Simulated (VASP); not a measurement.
# Zn (P6/mmm) in VASP: a series of runs

Runs on Zn. Level: BLYP. Tasks: single point.

All numbers are computed with VASP 6.6.1; they aren't measurements. Logs are shortened: lines on timing, memory, paths and dates and some standing lists are left out, and cuts for length are marked.

## Step 1: The crystal as given

The structure is hexagonal, space group P6/mmm (No. 191). Conventional cell: a = 4.775 Å, b = 4.775 Å, c = 2.685 Å, α = 90.00°, β = 90.00°, γ = 120.00°. Zn (site symmetry 6/mmm) is surrounded by 14 Zn at 2.69 to 3.07 Å. Around Zn (site symmetry -6m2) lie 11 Zn at 2.69 to 3.07 Å.

This isn't the form of Zn at room conditions, which is hcp.

## Step 2: Single point, BLYP

Contents of INCAR:

```
SYSTEM = Zn
PREC = Accurate
ENCUT = 520
EDIFF = 1E-7
ISMEAR = -1
SIGMA = 0.1
LREAL = .FALSE.
LASPH = .TRUE.
NELM = 100
ALGO = Fast
ISIF = 2
LWAVE = .FALSE.
LCHARG = .FALSE.
GGA = B5
ALDAX = 1.0
AGGAX = 1.0
AGGAC = 1.0
ALDAC = 0.0
NBANDS = 25
```

Contents of KPOINTS:

```
regular mesh
0
G
  10 10 15
  0 0 0
```

Contents of POSCAR:

```
Zn
1.0
    4.7746114370      0.0000000000      0.0000000000
   -2.3873057185      4.1349347976      0.0000000000
    0.0000000000      0.0000000000      2.6852429711
Zn
3
Direct
    0.0000000000      1.0000000000      1.0000000000
    0.3333333333      0.6666666667      0.5000000000
    0.6666666667      0.3333333333      0.5000000000
```

Potentials or basis: VASP PAW PBE potentials, release 64 (Zn).

Launch:

```
> cat potpaw_PBE.64/Zn/POTCAR > POTCAR
> mpirun -np 1 vasp_std > vasp.out
```

OUTCAR:

```text
SYSTEM = Zn
   PREC = Accurate
   ENCUT = 520
   EDIFF = 1E-7
   ISMEAR = -1
   LREAL = .FALSE.
   LASPH = .TRUE.
   NELM = 100
   ISIF = 2
   GGA = B5

 ion  position               nearest neighbor table
   1  0.000  0.000  0.000-
   2  0.333  0.667  0.500-   3 2.76   3 2.76   3 2.76
   3  0.667  0.333  0.500-   2 2.76   2 2.76   2 2.76

  LATTYP: Found a hexagonal cell.
 ALAT       =     4.7746114370
 C/A-ratio  =     0.5624003139

  Lattice vectors:

 A1 = (   4.7746114370,   0.0000000000,   0.0000000000)
 A2 = (  -2.3873057185,   4.1349347976,   0.0000000000)
 A3 = (   0.0000000000,   0.0000000000,   2.6852429711)

Analysis of symmetry for initial positions (statically):
=====================================================================
 Subroutine PRICEL returns:
 Original cell was already a primitive cell.

 Routine SETGRP: Setting up the symmetry group for a
 hexagonal supercell.

 Subroutine GETGRP returns: Found 24 space group operations
 (whereof 24 operations were pure point group operations)
 out of a pool of 24 trial point group operations.

The static configuration has the point symmetry D_6h.

Analysis of symmetry for dynamics (positions and initial velocities):
=====================================================================
 Subroutine PRICEL returns:
 Original cell was already a primitive cell.

 Routine SETGRP: Setting up the symmetry group for a
 hexagonal supercell.

 Subroutine GETGRP returns: Found 24 space group operations
 (whereof 24 operations were pure point group operations)
 out of a pool of 24 trial point group operations.

The dynamic configuration has the point symmetry D_6h.

 Subroutine INISYM returns: Found 24 space group operations
 (whereof 24 operations are pure point group operations),
 and found     1 'primitive' translations

----------------------------------------------------------------------------------------

                                     Primitive cell

  volume of cell :      53.0140

  direct lattice vectors                    reciprocal lattice vectors
     4.774611437  0.000000000  0.000000000     0.209441127  0.120920891  0.000000000
    -2.387305718  4.134934798  0.000000000     0.000000000  0.241841782  0.000000000
     0.000000000  0.000000000  2.685242971     0.000000000  0.000000000  0.372405779

  length of vectors
     4.774611437  4.774611437  2.685242971     0.241841782  0.241841782  0.372405779

  position of ions in fractional coordinates (direct lattice)
     0.000000000  0.000000000  0.000000000
     0.333333333  0.666666667  0.500000000
     0.666666667  0.333333333  0.500000000

  ion indices of the primitive-cell ions
   primitive index   ion index
                 1           1
                 2           2
                 3           3

----------------------------------------------------------------------------------------

 KPOINTS: regular mesh

Automatic generation of k-mesh.
 Grid dimensions read from file:
 generate k-points for:   10   10   15

 Generating k-lattice:

  Cartesian coordinates                     Fractional coordinates (reciprocal lattice)
     0.020944113  0.012092089  0.000000000     0.100000000 -0.000000000  0.000000000
     0.000000000  0.024184178  0.000000000     0.000000000  0.100000000  0.000000000
     0.000000000  0.000000000  0.024827052     0.000000000  0.000000000  0.066666667

  Length of vectors
     0.024184178  0.024184178  0.024827052

  Shift w.r.t. Gamma in fractional coordinates (k-lattice)
     0.000000000  0.000000000  0.000000000

 Subroutine IBZKPT returns following result:
 ===========================================

 Found    112 irreducible k-points:

 Following reciprocal coordinates:
            Coordinates               Weight
  0.000000  0.000000  0.000000      1.000000
  0.100000  0.000000  0.000000      6.000000
  0.200000  0.000000  0.000000      6.000000
  0.300000  0.000000  0.000000      6.000000
  0.400000 -0.000000  0.000000      6.000000
  0.500000  0.000000  0.000000      3.000000
[... 16 lines left out ...]
  0.300000  0.100000  0.066667     24.000000
  0.400000  0.100000  0.066667     24.000000
 [... further k-points ...]
   k-points           NKPTS =    112   k-points in BZ     NKDIM =    112   number of bands    NBANDS=     25
   number of dos      NEDOS =    301   number of ions     NIONS =      3
   total plane-waves  NPLWV =  25920
   dimension x,y,z NGX =    36 NGY =   36 NGZ =   20
   dimension x,y,z NGXF=    72 NGYF=   72 NGZF=   40
   ions per type =               3
   NGX,Y,Z   is equivalent  to a cutoff of  12.53, 12.53, 12.38 a.u.
   NGXF,Y,Z  is equivalent  to a cutoff of  25.07, 25.07, 24.76 a.u.
 SYSTEM =  Zn
   PREC   = accura    normal or accurate (medium, high low for compatibility)
   ISTART =      0    job   : 0-new  1-cont  2-samecut
   ICHARG =      2    charge: 1-file 2-atom 10-const
   ISPIN  =      1    spin polarized calculation?
   LNONCOLLINEAR =      F non collinear calculations
   LSORBIT =      F    spin-orbit coupling
   LASPH  =      T    aspherical Exc in radial PAW
   ENCUT  =  520.0 eV  38.22 Ry    6.18 a.u.   8.88  8.88  4.99*2*pi/ulx,y,z
   NELM   =    100;   NELMIN=  2; NELMDL= -5     # of ELM steps
   EDIFF  = 0.1E-06   stopping-criterion for ELM
   LREAL  =      F    real-space projection
   EDIFFG = 0.1E-05   stopping-criterion for IOM
   NSW    =      0    number of steps for IOM
   IBRION =     -1    ionic relax: 0-MD 1-quasi-New 2-CG
   NFREE  =      0    steps in history (QN), initial steepest desc. (CG)
   ISIF   =      2    stress and relaxation
   ISYM   =      2    0-nonsym 1-usesym 2-fastsym
   POTIM  = 0.5000    time-step for ionic-motion
   TEBEG  =    0.0;   TEEND  =   0.0 temperature during run
   PSTRESS=    0.0 pullay stress
   NELECT =      36.0000    total number of electrons
   NUPDOWN=      -1.0000    fix difference up-down
   EMIN   =  10.00;   EMAX   =-10.00  energy-range for DOS
   EFERMI =   0.00;   METHOD = LEGACY
   ISMEAR =    -1;   SIGMA  =   0.10  broadening in eV -4-tet -1-fermi 0-gaus
   EFERMI_NEDOS =   21; number of points for ismear=-14 and -15
   IALGO  =     68    algorithm
   IMIX   =      4    mixing-type and parameters
     AMIX     =   0.40;   BMIX     =  1.00
     AMIX_MAG =   1.60;   BMIX_MAG =  1.00
  volume/ion in A,a.u.               =      17.67       119.25
  Fermi-wavevector in a.u.,A,eV,Ry     =   1.438950  2.719220 28.171894  2.070576
  Thomas-Fermi vector in A             =   2.557859
   LORBIT       =      0    0 simple, 1 ext, 2 COOP (PROOUT), +10 PAW based schemes
   GGA     = B5    functional components
   LHFCALC =     F    Hartree Fock is set to
   AEXX    =    0.0000 exact exchange contribution
   IVDW    =     0    specifies the selected vdW correction
   LEPSILON=     F    determine dielectric tensor
   LRPA    =     F    only Hartree local field effects (RPA)
 non-spin polarized calculation
 RMM-DIIS sequential band-by-band and
  energy-cutoff  :      520.00
  volume of cell :       53.01
 maximum number of plane-waves:      1462
 NGX is ok and might be reduce to    36
   NGX = 17   NGY = 17   NGZ =  9

 number of electron      35.9999987 magnetization

 Free energy of the ion-electron system (eV)
  ---------------------------------------------------
  ext. energy  EPLUGINS =         0.00000000
  ---------------------------------------------------
  free energy    TOTEN  =        -0.90511840 eV

  energy without entropy =       -0.86841906  energy(sigma->0) =       -0.88676873

 E-fermi :   2.5372     XC(G=0): -10.2382

 val. band max:        2.5139559335   @ k =   0.2000   0.0000   0.2667
 cond. band min:       2.5830527888   @ k =   0.2000   0.1000   0.0000
 fundamental gap:      0.0690968553
 Fermi energy:         2.5372432151

 k-point     1 :       0.0000    0.0000    0.0000
  band No.  band energies     occupation
      1      -6.6528      2.00000
      2      -5.4807      2.00000
      3      -5.2110      2.00000
      4      -5.1428      2.00000
      5      -4.9467      2.00000
      6      -4.9467      2.00000
[... 17 lines left out ...]
     24      17.3394      0.00000
     25      17.9480      0.00000

 k-point     2 :       0.1000    0.0000    0.0000
  band No.  band energies     occupation
      1      -6.5644      2.00000
      2      -5.4737      2.00000
      3      -5.2196      2.00000
      4      -5.1503      2.00000
      5      -5.0204      2.00000
      6      -5.0026      2.00000
[... 17 lines left out ...]
     24      16.8585      0.00000
     25      17.4416      0.00000

 k-point     3 :       0.2000    0.0000    0.0000
  band No.  band energies     occupation
      1      -6.3060      2.00000
      2      -5.4551      2.00000
      3      -5.2468      2.00000
      4      -5.1829      2.00000
      5      -5.0999      2.00000
      6      -5.0554      2.00000
[... 17 lines left out ...]
     24      14.9418      0.00000
     25      15.7180      0.00000

 k-point     4 :       0.3000    0.0000    0.0000
  band No.  band energies     occupation
      1      -5.9134      2.00000
      2      -5.4356      2.00000
      3      -5.2987      2.00000
      4      -5.2257      2.00000
      5      -5.1189      2.00000
      6      -5.0829      2.00000
[... 17 lines left out ...]
     24      13.7914      0.00000
     25      14.4148      0.00000
[... 477 lines left out ...]
 k-point    22 :       0.2000    0.1000    0.0667
  band No.  band energies     occupation
      1      -5.9702      2.00000
      2      -5.4025      2.00000
      3      -5.2381      2.00000
      4      -5.1984      2.00000
      5      -5.1231      2.00000
      6      -5.0818      2.00000
[... 17 lines left out ...]
     24      13.2521      0.00000
     25      15.4687      0.00000

 k-point    23 :       0.3000    0.1000    0.0667
  band No.  band energies     occupation
      1      -5.5891      2.00000
      2      -5.3901      2.00000
      3      -5.2886      2.00000
      4      -5.2176      2.00000
      5      -5.1340      2.00000
      6      -5.0916      2.00000
[... 17 lines left out ...]
     24      13.3597      0.00000
     25      13.7297      0.00000

 k-point    24 :       0.4000    0.1000    0.0667
  band No.  band energies     occupation
      1      -5.4380      2.00000
      2      -5.3482      2.00000
      3      -5.3042      2.00000
      4      -5.2253      2.00000
      5      -5.1101      2.00000
      6      -5.0881      2.00000
[... 17 lines left out ...]
     24      12.0349      0.00000
     25      14.1282      0.00000

 [... further k-points ...]

------------------------ aborting loop because EDIFF is reached ----------------------------------------

  FORCE on cell =-STRESS in cart. coord.  units (eV):
  Direction    XX          YY          ZZ          XY          YZ          ZX
  --------------------------------------------------------------------------------------
  -------------------------------------------------------------------------------------
  Total        0.1890313      0.1890313     -0.1670070      0.0000000      0.0000000      0.0000000
  in kB        5.7128648      5.7128648     -5.0472508      0.0000000      0.0000000      0.0000000
  external PRESSURE =       2.1261596 kB  Pullay stress =       0.0000000 kB

 VOLUME and BASIS-vectors are now :
 -----------------------------------------------------------------------------
  energy-cutoff  :      520.00
  volume of cell :       53.01
      direct lattice vectors                 reciprocal lattice vectors
     4.774611437  0.000000000  0.000000000     0.209441127  0.120920891  0.000000000
    -2.387305718  4.134934798  0.000000000     0.000000000  0.241841782  0.000000000
     0.000000000  0.000000000  2.685242971     0.000000000  0.000000000  0.372405779

 POSITION                                       TOTAL-FORCE (eV/Angst)
 -----------------------------------------------------------------------------------
      0.00000      0.00000      0.00000        -0.000000      0.000000      0.000000
     -0.00000      2.75662      1.34262        -0.000000      0.000000     -0.000000
      2.38731      1.37831      1.34262         0.000000     -0.000000      0.000000
 -----------------------------------------------------------------------------------
    total drift:                                0.000000      0.000000     -0.000000

  FREE ENERGIE OF THE ION-ELECTRON SYSTEM (eV)
  ---------------------------------------------------
  free  energy   TOTEN  =        -0.9051183999 eV

  energy  without entropy=       -0.8684190574  energy(sigma->0) =       -0.88676873
```

It took 86 s on 1 thread of Intel Xeon Platinum 8488C (Sapphire Rapids), shared host; peak memory 0.23 GiB.

Results:

```
Free energy            : -0.9051 eV
Pressure               : 0.2 GPa
Band gap on the k mesh : none (metal or under the smearing width)
```

Levels at points of the mesh, in eV from the Fermi level:
| k point | band 15 | band 16 | band 17 | band 18 | band 19 | band 20 | band 21 | band 22 |
| --- | --- | --- | --- | --- | --- | --- | --- | --- |
| (0.00, 0.00, 0.00) | -6.93 | -6.93 | -0.35 | -0.21 | 0.65 | 0.65 | 0.69 | 0.69 |
| (0.50, 0.00, 0.00) | -6.95 | -6.47 | -6.38 | -2.13 | -1.78 | 6.49 | 6.54 | 7.54 |

Caveat: the PAW data sets were made with another functional, which shifts forces and pressure a little.

## Step 3: Single point, BLYP

Contents of INCAR:

```
  PREC = Accurate
  ENCUT = 520
  EDIFF = 1E-6
  ISMEAR = -1
  SIGMA = 0.1
  LREAL = False
  LASPH = True
  NELM = 80
  ALGO = Fast
  ISIF = 2
  LWAVE = False
  LCHARG = False
  GGA = B5
  ALDAX = 1.0
  AGGAX = 1.0
  AGGAC = 1.0
  ALDAC = 0.0
  NBANDS = 25
```

Contents of KPOINTS:

```
Automatic mesh
0
Gamma
  9 9 13
```

POSCAR is that of step 2.

Potentials or basis: VASP PAW PBE potentials, release 64 (Zn).

Launch:

```
> cat potpaw_PBE.64/Zn/POTCAR > POTCAR
> mpirun -np 1 vasp_std > vasp.out
```

It took 62 s on 1 thread of Intel Xeon Platinum 8488C (Sapphire Rapids), shared host; peak memory 0.21 GiB.

The run converged. Its results:

```
Free energy            : -0.8968 eV
Pressure               : 0.1 GPa
Band gap on the k mesh : none (metal or under the smearing width)
```

Stress tensor (GPa, compression positive):
```
 0.29  0.00  0.00
 0.00  0.29  0.00
 0.00  0.00 -0.36
```

Levels at points of the mesh, in eV from the Fermi level:
```tsv
k point	band 15	band 16	band 17	band 18	band 19	band 20	band 21	band 22
(0.00, 0.00, 0.00)	-6.92	-6.92	-0.34	-0.20	0.66	0.66	0.70	0.70
```

Caveat: the PAW data sets were made with another functional, which shifts forces and pressure a little.

## Step 4: Single point, BLYP

This run uses another cell than the first one, of 19.09 Å³/atom, 1.080 times its volume.

Contents of INCAR:

```
PREC     = Accurate       # precision mode
ENCUT    = 520            # plane-wave cutoff, eV
EDIFF    = 1E-7           # SCF threshold, eV
ISMEAR   = -1             # smearing method
SIGMA    = 0.1            # smearing width, eV
LREAL    = False          # projectors in reciprocal space
LASPH    = True           # aspherical terms in the spheres
NELM     = 60             # most SCF steps
ALGO     = Fast           # electronic algorithm
ISIF     = 2              # what is computed and relaxed
LWAVE    = False          # write WAVECAR
LCHARG   = False          # write CHGCAR
GGA      = B5             # functional
ALDAX    = 1.0          
AGGAX    = 1.0          
AGGAC    = 1.0          
ALDAC    = 0.0          
NBANDS   = 25             # bands
```

KPOINTS is that of step 3.

Contents of POSCAR:

```
Zn
1.0
    4.8986824272      0.0000000000      0.0000000000
   -2.4493412136      4.2423834270      0.0000000000
    0.0000000000      0.0000000000      2.7550205349
Zn
3
Direct
    0.0000000000      1.0000000000      1.0000000000
    0.3333333333      0.6666666667      0.5000000000
    0.6666666667      0.3333333333      0.5000000000
```

Launch:

```
> cat potpaw_PBE.64/Zn/POTCAR > POTCAR
> mpirun -np 1 vasp_std > vasp.out
```

Wall time 81 s (1 thread of Intel Xeon Platinum 8488C (Sapphire Rapids), shared host); peak memory 0.22 GiB.

The run converged. Its results:

```yaml
Free_energy: -0.8730 eV
Pressure: -1.8 GPa
Band_gap_on_the_k_mesh: none (metal or under the smearing width)
```

Stress tensor (GPa, compression positive):
```
-1.44  0.00  0.00
 0.00 -1.44  0.00
 0.00  0.00 -2.66
```

Levels at points of the mesh, in eV from the Fermi level:
```
           k point  band 15  band 16  band 17  band 18  band 19  band 20  band 21  band 22
(0.00, 0.00, 0.00)    -6.81    -6.81    -0.52    -0.38     0.77     0.77     0.82     0.82
```

Caveat: the PAW data sets were made with another functional, which shifts forces and pressure a little.

## Step 5: Single point, BLYP

This run uses another cell than the first one, of 16.26 Å³/atom, 0.920 times its volume.

Contents of INCAR:

```
SYSTEM = Zn
AGGAC = 1.0
AGGAX = 1.0
ALDAC = 0.0
ALDAX = 1.0
ALGO = Fast
EDIFF = 1E-6
ENCUT = 520
GGA = B5
ISIF = 2
ISMEAR = -1
LASPH = .True.
LCHARG = .False.
LREAL = .False.
LWAVE = .False.
NBANDS = 25
NELM = 100
PREC = Accurate
SIGMA = 0.1
```

Contents of KPOINTS:

```
k-points
0
Gamma
  9 9 13
  0 0 0
```

Contents of POSCAR:

```
Zn
1.0
    4.6437337331      0.0000000000      0.0000000000
   -2.3218668666      4.0215913813      0.0000000000
    0.0000000000      0.0000000000      2.6116373094
Zn
3
Direct
    0.0000000000      1.0000000000      1.0000000000
    0.3333333333      0.6666666667      0.5000000000
    0.6666666667      0.3333333333      0.5000000000
```

Launch:

```
> cat potpaw_PBE.64/Zn/POTCAR > POTCAR
> mpirun -np 1 vasp_std > vasp.out
```

It took 58 s on 1 thread of Intel Xeon Platinum 8488C (Sapphire Rapids), shared host; peak memory 0.2 GiB.

It converged, with:

- Free energy: -0.8433 eV
- Pressure: 4.2 GPa
- Band gap on the k mesh: none (metal or under the smearing width)

Stress tensor (GPa, compression positive):
```
3.94 0.00 0.00
0.00 3.94 0.00
0.00 0.00 4.69
```

Levels at points of the mesh, in eV from the Fermi level:
```
           k point  band 14  band 15  band 16  band 17  band 18  band 19  band 20  band 21  band 22  band 23
(0.00, 0.00, 0.00)    -7.33    -7.06    -7.06    -0.13     0.01     0.54     0.54     0.57     0.57    11.52
```

Caveat: the PAW data sets were made with another functional, which shifts forces and pressure a little.

## Step 6: Overview

```tsv
cell	k mesh	further INCAR settings	gap on the mesh (eV)	pressure (GPa)
P6/mmm, 17.67 Å³/atom	10 × 10 × 15	ALGO = Fast; EDIFF = 1e-07; NBANDS = 25	none	0.2
P6/mmm, 17.67 Å³/atom	9 × 9 × 13	ALGO = Fast; EDIFF = 1e-06; NBANDS = 25	none	0.1
P6/mmm, 19.09 Å³/atom	9 × 9 × 13	ALGO = Fast; EDIFF = 1e-07; NBANDS = 25	none	-1.8
P6/mmm, 16.26 Å³/atom	9 × 9 × 13	ALGO = Fast; EDIFF = 1e-06; NBANDS = 25	none	4.2
```

Alike in all rows: task single point; level BLYP; potentials or basis VASP PAW PBE potentials, release 64 (Zn); no spin polarisation; cutoff (eV) 520; smearing fermi-dirac 0.1 eV.

Every run on the cell as given and a fine mesh finds a metal.

Caveats: the PAW data sets were made with another functional, which shifts forces and pressure a little.

Absolute energies hang on the potentials; compare differences alone.
